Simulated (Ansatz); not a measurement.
# CsBi3: the cost of one run

Method: DFT PBE, scalar-relativistic, plane waves, PAW, in Ansatz 0.2.0.

**1. Starting point**

It takes space group Pm-3n (No. 223, cubic). The conventional cell has a = 6.585 Å, b = 6.585 Å, c = 6.585 Å, α = 90.00°, β = 90.00°, γ = 90.00°. Cs (site symmetry m-3) has 12 Bi at 3.68 Å as nearest neighbours. Bi (site symmetry -4m2) is surrounded by 2 Bi at 3.29 Å and 4 Cs at 3.68 Å.

As a file:

```
Cs Bi
1.0
     6.58478    0.00000    0.00000
     0.00000    6.58478    0.00000
     0.00000    0.00000    6.58478
Cs Bi
2 6
Cartesian
  0.0000 0.0000 0.0000
  3.2924 3.2924 3.2924
  0.0000 3.2924 1.6462
  0.0000 3.2924 4.9386
  1.6462 0.0000 3.2924
  4.9386 0.0000 3.2924
  3.2924 4.9386 0.0000
  3.2924 1.6462 0.0000
```

This is candidate A: A15 type (Pm-3n, No. 223).

(A quick probe on a coarse mesh, which set the mesh and smearing, is not shown.)

**3. Relaxing cell and atoms (candidate A)**

Input file input.yaml:

```yaml
crystal:
  lattice:
    - [6.5847772015, 0.0, 0.0]
    - [0.0, 6.5847772015, 0.0]
    - [0.0, 0.0, 6.5847772015]
  atoms:
    - { symbol: Cs, position: [0.0, 0.0, 0.0] }
    - { symbol: Cs, position: [0.5, 0.5, 0.5] }
    - { symbol: Bi, position: [0.0, 0.5, 0.25] }
    - { symbol: Bi, position: [0.0, 0.5, 0.75] }
    - { symbol: Bi, position: [0.25, 0.0, 0.5] }
    - { symbol: Bi, position: [0.75, 0.0, 0.5] }
    - { symbol: Bi, position: [0.5, 0.75, 0.0] }
    - { symbol: Bi, position: [0.5, 0.25, 0.0] }
basis:
  ecutwfc: 420
kpoints:
  mp_grid: { grid: [6, 6, 6] }
hamiltonian:
  xc: pbe
scf:
  occupations: { method: gaussian, width: 0.1 }
output:
  forces: true
  stress: true
  eigenvalues: true
relax:
  adjacent_minimum: "off"
  f_tol: 0.01
  max_steps: 80
  cell: { stress_tol: 0.05 }
```

Launch:

```sh
$ ansatz run input.yaml --threads 1 --pin off --max-ram 2560MiB --backend cpu --events-out ev --progress --plain --runs-dir out
```

Q: Estimate wall time and peak memory on 1 thread of Arm Neoverse V1, shared host.

About 2.2 min, with a peak of 0.66 GiB.
